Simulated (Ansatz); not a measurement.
# GeO2: pressure −2 GPa

Base system: GeO2 in the rutile structure (space group P4_2/mnm, No. 136; a = 4.4875 Å, c = 2.9050 Å).

Now apply this change: hydrostatic tension (pressure −2 GPa).

The values are results of PBE, PAW, 420 eV (Ansatz, a first-principles code; no spin-orbit coupling), not measurements. k-mesh 8×8×11 (Γ-centred); smearing 0.05 eV (Fermi–Dirac).

The volume per atom goes up by 0.10 Å³, from 9.75 Å³ to 9.85 Å³ and the density shrinks by 0.06 g/cm³ to 5.88 g/cm³. The lattice parameter a increases by 0.021 Å to 4.509 Å and the c/a ratio falls by 0.002, from 0.647 to 0.645. The shortest interatomic distance rises by 0.0031 Å to 1.903 Å and the band gap falls by 0.104 eV to 1.12 eV. The gap character is still direct at Γ and the electron mass becomes 0.18 mₑ along c, 0.21 mₑ across (at Γ) (base: 0.19 mₑ along c, 0.22 mₑ across (at Γ)). The hole mass goes from 1.9 mₑ along c, 1.2 mₑ across (at Γ) to 2.0 mₑ along c, 1.2 mₑ across (at Γ) and the valence-band top at Γ (three highest levels, from the VBM) changes from 0.00, -0.79, -0.79 eV to 0.00, -0.78, -0.78 eV.

Final structure:

```xyz
6
Lattice="4.5088 0.0000 0.0000 0.0000 4.5088 0.0000 0.0000 0.0000 2.9085" Properties=species:S:1:pos:R:3 pbc="T T T"
Ge     0.0000     0.0000     0.0000
Ge     2.2544     2.2544     1.4543
O      1.3870     1.3870     0.0000
O      3.6414     0.8674     1.4543
O      0.8674     3.6414     1.4543
O      3.1218     3.1218     0.0000
```

Load acts through the strain it causes; cell and atoms are relaxed under it. Effective masses come from finite differences of ±0.01 Å⁻¹. Stability against distortions was not tested.
